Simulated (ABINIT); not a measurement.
# Ir (Fm-3m) in ABINIT: further runs

One crystal, Ir, is run at these levels: PBE+D4, PBE; tasks: equation of state, band structure.

All numbers are computed with ABINIT 10.8.3 (patched build); they aren't measurements. Logs are shortened: lines on timing, memory, paths and dates and some standing lists are left out, and cuts for length are marked. The log counts tension as positive stress, the text compression.

## Step 1: Starting point

It takes space group Fm-3m (No. 225, cubic). Conventional cell: a = 3.831 Å, b = 3.831 Å, c = 3.831 Å, α = 90.00°, β = 90.00°, γ = 90.00°. Ir (site symmetry m-3m) has 12 Ir at 2.71 Å as nearest neighbours.

## Step 2: Equation of state, PBE+D4

The input, run.py:

```python
import json, os
import numpy as np
from ase.eos import EquationOfState
from ase.units import GPa
from ase.calculators.mixing import SumCalculator
from dftd4.ase import DFTD4
from ase.calculators.abinit import Abinit, AbinitProfile
from ase import Atoms

atoms = Atoms(['Ir'],
              cell=[[0.0, 1.9156, 1.9156], [1.9156, 0.0, 1.9156], [1.9156, 1.9156, 0.0]],
              scaled_positions=[[0.0, 0.0, 0.0]],
              pbc=True)

profile = AbinitProfile(command='abinit', pp_paths=[os.path.abspath('pseudos')])
params = dict(
    pps='pawxml', xc='PBE',
    ecut=435.3822,
    pawecutdg=870.7644,
    kptopt=1,
    ngkpt=[12, 12, 12],
    nshiftk=1,
    shiftk=[0.0, 0.0, 0.0],
    ixc=11,
    nband=12,
    occopt=3,
    tsmear=0.05,
    nstep=100,
    tolvrs=1e-09,
    prtwf=0,
    prtden=0,
)

cell0 = atoms.cell.copy()
volumes, energies = [], []
for i, x in enumerate([0.94, 0.96, 0.98, 1.0, 1.02, 1.04, 1.06]):
    atoms.set_cell(cell0 * x ** (1 / 3), scale_atoms=True)
    atoms.calc = SumCalculator([Abinit(profile=profile, directory=f'v{i}', **params), DFTD4(method='pbe')])
    volumes.append(atoms.get_volume() / len(atoms))
    dft, disp = atoms.calc.mixer.calcs
    energies.append((dft.get_property('free_energy', atoms) + disp.get_property('energy', atoms)) / len(atoms))
    print(f'{x:5.2f} {volumes[-1]:10.5f} A^3/atom {energies[-1]:14.6f} eV/atom', flush=True)
    json.dump(dict(volumes=volumes, energies=energies), open('results.json', 'w'))
v0, e0, b0 = EquationOfState(volumes, energies, eos='birchmurnaghan').fit()
print(f'V0 {v0:.4f} A^3/atom  E0 {e0:.6f} eV/atom  B0 {b0 / GPa:.2f} GPa')
```

Potentials or basis: JTH PAW PBE v2.0.

Run with:

```sh
$ python run.py
```

Log:

```text
0.94   13.21516 A^3/atom   -2097.431871 eV/atom
 0.96   13.49633 A^3/atom   -2097.475224 eV/atom
 0.98   13.77750 A^3/atom   -2097.500220 eV/atom
 1.00   14.05868 A^3/atom   -2097.509195 eV/atom
 1.02   14.33985 A^3/atom   -2097.505177 eV/atom
 1.04   14.62103 A^3/atom   -2097.489288 eV/atom
 1.06   14.90220 A^3/atom   -2097.462350 eV/atom
V0 14.1047 A^3/atom  E0 -2097.509684 eV/atom  B0 381.45 GPa
```

abinit.in:

```text
ecut 435.3822 eV
ixc 11
kptopt 1
natom 1
nband 12
ngkpt
12 12 12
nshiftk 1
nsppol 1
nstep 100
occopt 3
pawecutdg 870.7644 eV
prtden 0
prtwf 0
shiftk
0.0 0.0 0.0
tolvrs 1e-09
tsmear 0.05 eV
#Definition of the unit cell
acell
1.00000000000000 1.00000000000000 1.00000000000000 Angstrom
rprim
0.00000000000000 1.95317032263200 1.95317032263200
1.95317032263200 0.00000000000000 1.95317032263200
1.95317032263200 1.95317032263200 0.00000000000000
chkprim 0 # Allow non-primitive cells
#Definition of the atom types
ntypat 1
znucl 77
#Enumerate different atomic species
typat
 1
pseudos "./pseudos/Ir.GGA_PBE-JTH.xml"
#Definition of the atoms
xcart
0.00000000000000 0.00000000000000 0.00000000000000
chkexit 1 # abinit.exit file in the running directory terminates after the current SCF
```

abinit.abo:

```text
.Version 10.8.3 of ABINIT
 Symmetries : space group Fm -3 m (#225); Bravais cF (face-center cubic)
================================================================================
 Values of the parameters that define the memory need of the present run
     intxc =       0    ionmov =       0      iscf =      17    lmnmax =      18
     lnmax =       6     mgfft =      20  mpssoang =       3    mqgrid =    3001
     natom =       1  nloc_mem =       2    nspden =       1   nspinor =       1
    nsppol =       1      nsym =      48    n1xccc =       1    ntypat =       1
    occopt =       3   xclevel =       2
       mpw =         322          nfft =        8000          nkpt =          72
 PAW method is used; the additional fine FFT grid is defined by:
   mgfftf=        30    nfftf =     27000
================================================================================
================================================================================

--------------------------------------------------------------------------------
------------- Echo of variables that govern the present computation ------------
--------------------------------------------------------------------------------
 -outvars: echo values of preprocessed input variables --------
            acell      1.8897261259E+00  1.8897261259E+00  1.8897261259E+00 Bohr
              amu      1.92220000E+02
          chkexit           1
          chkprim           0
             ecut      1.60000007E+01 Hartree
                       outvar_i_n : Printing only first  50 k-points.
              ixc          11
                       outvar_i_n : Printing only first  50 k-points.
         kptrlatt       12    0    0      0   12    0      0    0   12
          kptrlen      6.26376172E+01
            natom           1
            nband          12
            ngfft          20      20      20
          ngfftdg          30      30      30
             nkpt          72
            nstep         100
             nsym          48
           ntypat           1
                       prtocc : prtvol=0, do not print more k-points.
           occopt           3
        pawecutdg      3.20000015E+01 Hartree
         pawxcdev           0
           prtden           0
            prtwf           0
            rprim      0.0000000000E+00  1.9531703226E+00  1.9531703226E+00
                       1.9531703226E+00  0.0000000000E+00  1.9531703226E+00
                       1.9531703226E+00  1.9531703226E+00  0.0000000000E+00
          spgroup         225
           tolvrs      1.00000000E-09
           tsmear      1.83746611E-03 Hartree
            typat      1
           useylm           1
                       outvars : Printing only first  50 k-points.
            znucl       77.00000

================================================================================

 chkinp: Checking input parameters for consistency.

================================================================================
== DATASET  1 ==================================================================

--- !DatasetInfo
iteration_state: {dtset: 1, }
dimensions: {natom: 1, nkpt: 72, mband: 12, nsppol: 1, nspinor: 1, nspden: 1, mpw: 322, }
cutoff_energies: {ecut:  16.0, pawecutdg:  32.0, }
electrons: {nelect:   1.50000000E+01, charge:   0.00000000E+00, occopt:   3.00000000E+00, tsmear:   1.83746611E-03, }
meta: {optdriver: 0, ionmov: 0, optcell: 0, iscf: 17, paral_kgb: 0, }
...

 Exchange-correlation functional for the present dataset will be:
  GGA: Perdew-Burke-Ernzerhof functional - ixc=11
  J.P.Perdew, K.Burke, M.Ernzerhof, PRL 77, 3865 (1996)

 Real(R)+Recip(G) space primitive vectors, cartesian coordinates (Bohr,Bohr^-1):
 R(1)=  0.0000000  3.6909570  3.6909570  G(1)= -0.1354662  0.1354662  0.1354662
 R(2)=  3.6909570  0.0000000  3.6909570  G(2)=  0.1354662 -0.1354662  0.1354662
 R(3)=  3.6909570  3.6909570  0.0000000  G(3)=  0.1354662  0.1354662 -0.1354662
 Unit cell volume ucvol=  1.0056502E+02 bohr^3
 Angles (23,13,12)=  6.00000000E+01  6.00000000E+01  6.00000000E+01 degrees

 Coarse grid specifications (used for wave-functions):

 getcut: wavevector=  0.0000  0.0000  0.0000  ngfft=  20  20  20
         ecut(hartree)=     16.000   => boxcut(ratio)=   2.12790

 Fine grid specifications (used for densities):

 getcut: wavevector=  0.0000  0.0000  0.0000  ngfft=  30  30  30
         ecut(hartree)=     32.000   => boxcut(ratio)=   2.25948

 getcut : COMMENT -
  Note that boxcut > 2.2 ; recall that boxcut=Gcut(box)/Gcut(sphere) = 2
  is sufficient for exact treatment of convolution.
  Such a large boxcut is a waste : you could raise ecut
  e.g. ecut=   40.842125 Hartrees makes boxcut=2

--- Pseudopotential description ------------------------------------------------
- pspini: atom type   1  psp file is <dir>
 Pseudopotential format is: paw10
 basis_size (lnmax)=  6 (lmn_size= 18), orbitals=   0   0   1   1   2   2
 Spheres core radius: rc_sph= 2.51065676
 Shapefunction is SIN type: shapef(r)=[sin(pi*r/rshp)/(pi*r/rshp)]**2
 Radius for shape functions =  2.20407242
 Compensation charge density is not taken into account in XC energy/potential

   5.25859805E+02                                ecore*ucvol(ha*bohr**3)
--------------------------------------------------------------------------------

[... 7 lines left out ...]

     iter   Etot(hartree)      deltaE(h)  residm     nres2
 ETOT  1  -76.166679780154    -7.617E+01 3.264E+01 3.393E+00
 ETOT  2  -77.057299682515    -8.906E-01 1.732E-01 2.893E+00
 ETOT  3  -77.047713909046     9.586E-03 3.353E-02 2.996E-01
 ETOT  4  -77.047809056622    -9.515E-05 1.678E-02 2.849E-02
 ETOT  5  -77.047936640089    -1.276E-04 1.689E-03 4.394E-04
 ETOT  6  -77.047939187863    -2.548E-06 4.376E-04 1.642E-04
 ETOT  7  -77.047938959729     2.281E-07 3.655E-04 1.141E-05
 ETOT  8  -77.047939009009    -4.928E-08 2.291E-04 8.509E-07
 ETOT  9  -77.047939010036    -1.027E-09 1.838E-04 2.444E-07
 ETOT 10  -77.047939009680     3.560E-10 1.535E-04 2.250E-08
 ETOT 11  -77.047939009699    -1.965E-11 1.731E-04 1.221E-10

 At SCF step   11       nres2   =  1.22E-10 < tolvrs=  1.00E-09 =>converged.

 Cartesian components of stress tensor (hartree/bohr^3)
  sigma(1 1)=  3.25670472E-04  sigma(3 2)=  0.00000000E+00
  sigma(2 2)=  3.25670472E-04  sigma(3 1)=  0.00000000E+00
  sigma(3 3)=  3.25670472E-04  sigma(2 1)=  0.00000000E+00

--- !ResultsGS
iteration_state: {dtset: 1, }
comment   : Summary of ground state results
lattice_vectors:
- [  0.0000000,   3.6909570,   3.6909570, ]
- [  3.6909570,   0.0000000,   3.6909570, ]
- [  3.6909570,   3.6909570,   0.0000000, ]
lattice_lengths: [   5.21980,    5.21980,    5.21980, ]
lattice_angles: [ 60.000,  60.000,  60.000, ] # degrees, (23, 13, 12)
lattice_volume:   1.0056502E+02
convergence: {deltae: -1.965E-11, res2:  1.221E-10, residm:  1.731E-04, diffor: null, }
etotal    :  -7.70479390E+01
entropy   :   0.00000000E+00
fermie    :   5.20389566E-01
cartesian_stress_tensor: # hartree/bohr^3
- [  3.25670472E-04,   0.00000000E+00,   0.00000000E+00, ]
- [  0.00000000E+00,   3.25670472E-04,   0.00000000E+00, ]
- [  0.00000000E+00,   0.00000000E+00,   3.25670472E-04, ]
pressure_GPa:  -9.5816E+00
xred      :
- [  0.0000E+00,   0.0000E+00,   0.0000E+00, Ir]
cartesian_forces: # hartree/bohr
- [ -0.00000000E+00,  -0.00000000E+00,  -0.00000000E+00, ]
force_length_stats: {min:   0.00000000E+00, max:   0.00000000E+00, mean:   0.00000000E+00, }
...

 Integrated electronic density in atomic spheres:
 ------------------------------------------------
 Atom  Sphere_radius  Integrated_density
    1        2.51066         13.50627187

================================================================================

 ----iterations are completed or convergence reached----

 Mean square residual over all n,k,spin=   40.613E-08; max=  17.306E-05
 reduced coordinates (array xred) for    1 atoms
       0.000000000000      0.000000000000      0.000000000000
 rms dE/dt=  0.0000E+00; max dE/dt=  0.0000E+00; dE/dt below (all hartree)
    1       0.000000000000      0.000000000000      0.000000000000

 cartesian coordinates (angstrom) at end:
    1      0.00000000000000     0.00000000000000     0.00000000000000

 cartesian forces (hartree/bohr) at end:
    1     -0.00000000000000    -0.00000000000000    -0.00000000000000
 frms,max,avg= 0.0000000E+00 0.0000000E+00   0.000E+00  0.000E+00  0.000E+00 h/b

 cartesian forces (eV/Angstrom) at end:
    1     -0.00000000000000    -0.00000000000000    -0.00000000000000
 frms,max,avg= 0.0000000E+00 0.0000000E+00   0.000E+00  0.000E+00  0.000E+00 e/A
 length scales=  1.889726125908  1.889726125908  1.889726125908 bohr
              =  1.000000000000  1.000000000000  1.000000000000 angstroms
 Fermi (or HOMO) energy (hartree) =   0.52039   Average Vxc (hartree)=  -0.47674
 Eigenvalues (hartree) for nkpt=  72  k points:
 kpt#   1, nband= 12, wtk=  0.00058, kpt=  0.0000  0.0000  0.0000 (reduced coord)
  -1.29258   -1.29258   -1.29258    0.13000    0.38776    0.38776    0.38776    0.47876
   0.47876    0.72047    1.02704    1.22049
      occupation numbers for kpt#   1
   2.00000    2.00000    2.00000    2.00000    2.00000    2.00000    2.00000    2.00000
   2.00000    0.00000    0.00000    0.00000
 prteigrs : prtvol=0 or 1, do not print more k-points.

--- !EnergyTerms
iteration_state     : {dtset: 1, }
comment             : Components of total free energy in Hartree
kinetic             :  9.58563410356888E+00
hartree             :  8.65454125278814E+00
xc                  : -3.58735754300326E+00
Ewald energy        : -6.98730688478561E+01
psp_core            :  5.22905281340977E+00
local_psp           : -3.44450578271155E+01
PAW spherical_terms :  7.38850328063737E+00
internal            : -7.70477527675706E+01
'-kT*entropy'       : -1.92260779260837E-04
total_energy        : -7.70479450283499E+01
total_energy_eV     : -2.09658139162554E+03
...

--- !EnergyTermsDC
iteration_state     : {dtset: 1, }
comment             : '"Double-counting" decomposition of free energy'
band_energy         : -4.42772018244194E+00
Ewald energy        : -6.98730688478561E+01
psp_core            :  5.22905281340977E+00
xc_dc               : -7.85080561600280E+00
PAW spherical_terms : -1.25204916029148E-01
internal            : -7.70477467489202E+01
'-kT*entropy'       : -1.92260779260837E-04
total_energy_dc     : -7.70479390096994E+01
total_energy_dc_eV  : -2.09658122784972E+03
...

--- !EnergyTermsWithPAWCore
iteration_state     : {dtset: 1, }
comment             : 'Components of total free energy, including PAW core contributions'
Total energy        : -1.78278896914472E+04
Total energy DC     : -1.78278896854286E+04
Total energy (eV)   : -4.85121592344714E+05
Total energy DC (eV): -4.85121592180938E+05
...

 Cartesian components of stress tensor (hartree/bohr^3)
  sigma(1 1)=  3.25670472E-04  sigma(3 2)=  0.00000000E+00
  sigma(2 2)=  3.25670472E-04  sigma(3 1)=  0.00000000E+00
  sigma(3 3)=  3.25670472E-04  sigma(2 1)=  0.00000000E+00

-Cartesian components of stress tensor (GPa)         [Pressure= -9.5816E+00 GPa]
- sigma(1 1)=  9.58155608E+00  sigma(3 2)=  0.00000000E+00
- sigma(2 2)=  9.58155608E+00  sigma(3 1)=  0.00000000E+00
- sigma(3 3)=  9.58155608E+00  sigma(2 1)=  0.00000000E+00

== END DATASET(S) ==============================================================
================================================================================

 -outvars: echo values of variables after computation  --------
            acell      1.8897261259E+00  1.8897261259E+00  1.8897261259E+00 Bohr
           etotal     -7.7047939010E+01
            fcart     -0.0000000000E+00 -0.0000000000E+00 -0.0000000000E+00
            rprim      0.0000000000E+00  1.9531703226E+00  1.9531703226E+00
                       1.9531703226E+00  0.0000000000E+00  1.9531703226E+00
                       1.9531703226E+00  1.9531703226E+00  0.0000000000E+00
           strten      3.2567047168E-04  3.2567047168E-04  3.2567047168E-04
                       0.0000000000E+00  0.0000000000E+00  0.0000000000E+00
 Calculation completed.
```

Run time: 60 s. Hardware: 1 thread of Arm Neoverse V2, shared host; peak memory 0.12 GiB.

Results:

```yaml
Equilibrium_volume: 14.10 Å³/atom
Bulk_modulus: 381 GPa
Pressure_derivative_of_the_bulk_modulus: "6.0 (rough: it moves with the points fitted)"
```

Energy against volume, from the lowest point:
```
volume (Å³/atom)  energy (meV/atom)
          13.215              77.32
          13.496              33.97
          13.778               8.98
          14.059               0.00
          14.340               4.02
          14.621              19.91
          14.902              46.85
```

Caveat: pressures at fixed basis lie under the slope of the energies; the log and the count of SCF iterations are those of the last ABINIT call alone.

## Step 3: Band structure, PBE

The input, run.abi:

```
# Datasets: ground state, then fixed potential
ndtset 2

# Pseudopotentials
pp_dirpath "./"
pseudos "Ir.upf"

# Structure
acell 2.7090675001 2.7090675001 2.7090675001 Angstrom
rprim
     0.0000000000     0.7071067812     0.7071067812
     0.7071067812     0.0000000000     0.7071067812
     0.7071067812     0.7071067812     0.0000000000
ntypat 1
znucl 77
natom 1
typat 1
xred
     0.0000000000     0.0000000000     0.0000000000

# Plane-wave basis
ecut 34.0

# Exchange and correlation
ixc 11

# Bands and occupations
occopt 3
tsmear 0.05 eV

# SCF cycle
nstep 100

# Output
iomode 3
prtwf 0
prteig 0
prtebands 0
prtden1 1
prtvha1 1
prtvclmb1 1
prtpot1 1
prtelf1 1

# Dataset 1
kptopt1 1
ngkpt1 12 12 12
nshiftk1 1
shiftk1 0.0 0.0 0.0
nband1 13
tolvrs1 1.0e-10

# Dataset 2: bands along G-X-W-K-G-L-U-W-L-K
iscf2 -2
getden2 1
nband2 19
nbdbuf2 4
tolwfr2 1.0e-11
kptopt2 -9
ndivsm2 5
prteig2 1
prtvol2 -3
kptbounds2
     0.0000000000     0.0000000000     0.0000000000
     0.5000000000     0.0000000000     0.5000000000
     0.5000000000     0.2500000000     0.7500000000
     0.3750000000     0.3750000000     0.7500000000
     0.0000000000     0.0000000000     0.0000000000
     0.5000000000     0.5000000000     0.5000000000
     0.6250000000     0.2500000000     0.6250000000
     0.5000000000     0.2500000000     0.7500000000
     0.5000000000     0.5000000000     0.5000000000
     0.3750000000     0.3750000000     0.7500000000
```

Potentials or basis: PseudoDojo NC SR PBE v0.5 standard.

Run with:

```sh
$ abinit run.abi > log 2>&1
```

Run time: 40 s. Hardware: 1 thread of Arm Neoverse V2, shared host; peak memory 0.12 GiB.

Results (log left out):

```
Free energy                                           : -3133.6614 eV
Pressure                                              : 10.3 GPa
Band gap on the k mesh                                : none (metal or under the smearing width)
Valence electrons inside the program's atomic spheres : Ir 13.38 (radii [1.0584] Å)
```

Levels at the corners of the path, in eV from the Fermi level:
```csv
point,band 6,band 7,band 8,band 9,band 10,band 11
Γ,-3.96,-3.96,-3.96,-1.24,-1.24,13.56
X,-7.44,0.85,1.47,1.47,1.63,10.57
W,-4.96,-4.96,-1.87,1.48,8.16,9.03
K,-6.08,-2.96,-0.93,0.59,6.24,7.71
Γ,-3.96,-3.96,-3.96,-1.24,-1.24,13.56
L,-4.06,-4.06,-0.83,0.88,0.88,7.30
U,-6.08,-2.96,-0.93,0.59,6.24,7.71
W,-4.96,-4.96,-1.87,1.48,8.16,9.03
L,-4.06,-4.06,-0.83,0.88,0.88,7.30
K,-6.08,-2.96,-0.93,0.59,6.24,7.71
```

Caveat: spin-orbit coupling is left out, which moves the levels of the heavy elements.
